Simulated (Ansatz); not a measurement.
Relaxed bulk TiSi2, space group Cmcm (No. 63):

```
CELL_PARAMETERS angstrom
1.76421 -6.75544 0.00000
1.76421 6.75544 0.00000
0.00000 0.00000 3.56456
ATOMIC_POSITIONS crystal
Ti 0.89683 0.10317 0.75000
Ti 0.10317 0.89683 0.25000
Si 0.55830 0.44170 0.75000
Si 0.44170 0.55830 0.25000
Si 0.24981 0.75019 0.75000
Si 0.75019 0.24981 0.25000
```

These are results of Ansatz 0.2.0, DFT r2SCAN, scalar-relativistic, plane waves, PAW, not measurements. Cutoff 500 eV, k spacing 0.19 to 0.25 Å⁻¹, dipole correction; no spin polarisation.

Slabs with different planes and terminations (top/bottom plane) are cut from it in 1×1 cells and relaxed. Each holds whole formula units counted by Ti and an excess Δn of Si (negative: a deficit); ΔE is its energy over those formula units in the bulk and the excess in the standard state of Si. The formation energy of TiSi2 is -1.660 eV a formula unit (uncorrected), so Δμ(Si) runs from -0.830 eV to 0 if no other compound intervenes.

```
               slab A (Å²)  Δn(Si)  ΔE (eV)
(010) Ti/Si, Ti4Si8   12.58       0    3.202
(010) Ti/Ti, Ti4Si6   12.58   -2.00    3.335
```

Problem. Work out each slab's surface energy at the Si-rich and Si-poor ends.

Solution. γ = [ΔE − Δn·Δμ(Si)]/(2A) × 16.02 J/m² per eV/Å², the mean of both faces:

| slab | Si-rich (J/m²) | Si-poor (J/m²) |
| --- | --- | --- |
| (010) Ti/Si, Ti4Si8 | 2.04 | 2.04 |
| (010) Ti/Ti, Ti4Si6 | 2.12 | 1.07 |

Problem. Does the lowest surface change with the conditions?

Solution. Yes: among these slabs (010) Ti/Si, Ti4Si8 is lowest at the Si-rich end and (010) Ti/Ti, Ti4Si6 at the Si-poor end. Their lines cross where (ΔE − Δn·Δμ)/A is equal, at Δμ(Si) = -0.07 eV, with γ = 2.04 J/m².

Only the planes named were cut, so another facet can lie lower still. Reconstructions in larger cells weren't sought.

The reference crystal is a form of TiSi2, which isn't its usual structure.

At the Si-rich end the two slabs are nearly level, at 2.04 and 2.12 J/m², so exposing Ti on both faces costs little more than the mixed termination. The fall to 1.07 J/m² doesn't reflect stronger surface bonding: the Ti/Ti slab lacks Si, and its energy drops as Si becomes more stable in the reservoir than in the elemental solid. The stoichiometric slab exchanges no net Si and stays flat.

The Si-poor value is probably out of reach for TiSi2 in equilibrium. That end corresponds to coexistence with elemental Ti, whereas the Ti–Si system contains TiSi and still more Ti-rich silicides, which should form first and cut the range short. Because the crossing lies at only -0.07 eV, a Ti/Ti window may survive, but its width depends on the stability of TiSi relative to TiSi2. For the mixed slab, the mean doesn't reveal how the cost divides between its Ti and Si faces, so a slab with Si on both sides could still compete under Si-rich conditions.
